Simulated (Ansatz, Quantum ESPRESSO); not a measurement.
# 2H-MoS2, 2 layers, AA' stacking: the dipole at a withheld member of a series

How the rows were computed: Quantum ESPRESSO 7.5, PBE, GBRV ultrasoft. Cell and atoms are relaxed without a field with a D3(BJ) correction and then held. Sawtooth field with dipole correction, 17 Å of vacuum in the starting cell, Fermi-Dirac smearing of 0.002 Ry; bands along a path at each field. The series steps the field along the normal.

| field along the normal | dipole (e Å) |
| --- | --- |
| 0 V/Å | −0.0000 |
| 0.05 V/Å | 0.0246 |
| 0.2 V/Å | 0.0982 |
| 0.3 V/Å | 0.1475 |
| 0.4 V/Å | 0.1967 |

To predict: What is the dipole at 0.1 V/Å?

**Fit.** The rows at 0.05 V/Å and 0.2 V/Å give a slope of (0.0982 − (0.0246))/(0.2 − (0.05)) = 0.4907, so a straight line gives 0.0491 e Å. A parabola through these and the row at 0 V/Å gives 0.0492 e Å.

**The withheld run.** 0.0491 e Å. The line misses by 0.0000 and the parabola by +0.0001 e Å. Both misses are under 5 % of the step from the nearer row.

**Limits.** Ions are held; semilocal gaps are too small; in strong fields empty levels can belong to the vacuum; one stacking. Members without a usable value, or on the other side of zero field or charge, are not listed.
